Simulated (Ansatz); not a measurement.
**Al3Ru2 (I4/mmm), work and stress of cleavage**

All numbers below come from Ansatz, DFT PBEsol, scalar-relativistic, plane waves, PAW. Cutoff 420 eV, Γ-centred 15×15×4 k-points, Gaussian smearing of 0.15 eV. No spin polarisation. Energies are free energies at this smearing, counted from the undisturbed cell; pressure is positive in compression.

Zero of the scan (relaxed at this level; it needn't be the usual structure):

```
Al Ru
1.0
    -3.07336    0.00000    0.00000
     0.00000   -3.07336    0.00000
     0.00000    0.00000   14.25166
Al Ru
6 4
Direct
  0.50000 0.50000 0.35030
  0.00000 0.00000 0.85030
  0.50000 0.50000 0.15656
  0.00000 0.00000 0.65656
  0.50000 0.50000 0.54404
  0.00000 0.00000 0.04404
  0.00000 0.00000 0.45596
  0.50000 0.50000 0.95596
  0.00000 0.00000 0.24464
  0.50000 0.50000 0.74464
```

The cut lies on the cell's a–b face, a (0 0 1) plane (indices in the standard cell, whose axes needn't be the Cartesian ones shown) of area 9.45 Å², between layers 1.26 Å apart. Vector c is lengthened by d along the normal with the atoms' Cartesian places fixed: one unrelaxed cut a cell. The traction is positive where the two halves pull on each other.

```
d (Å) energy (J/m²) traction (GPa)
-0.30           1.01           -75.9
-0.15           0.22           -31.7
 0.00           0.00            -0.1
 0.25           0.43            30.9
 0.50           1.40            44.3
 0.75           2.55            46.2
 1.00           3.66            42.3
 1.50           5.46            29.3
 2.00           6.60            16.7
 3.00           7.51             4.1
 4.50           7.74             0.3
 6.00           7.75             0.0
```

**Question.** What are the work of separation and the cleavage stress, and do they fit the universal binding curve?

**Answer.** The energy levels off near W ≈ 7.75 J/m² (the traction is down to 0.0 GPa), the energy of the two unrelaxed faces, 3.87 J/m² each on average. The largest sampled traction is 46.2 GPa at d = 0.75 Å, and a parabola through it and its two neighbours peaks at σ_max ≈ 46.3 GPa, d ≈ 0.71 Å. The curve E = W[1 − (1 + d/ℓ)exp(−d/ℓ)] peaks in traction at d = ℓ with σ_max = W/(eℓ); with 1 J/m² per Å = 10 GPa this W and σ_max give ℓ = 0.62 Å. A parabola through that curve at the same three d peaks at 0.62 Å, against 0.71 Å here, a fair fit. Real crystals break at far lower stress, because cracks concentrate it, and on the plane of lowest W, which needn't be this one.

The cut is rigid; relaxing the faces lowers these energies and usually the stresses.

In a metal these slopes depend on the k mesh and the smearing.

Cost: 12 runs of about 13 core-minutes in all, on Intel Xeon Platinum 8259CL (Skylake/Cascade Lake) (shared hosts).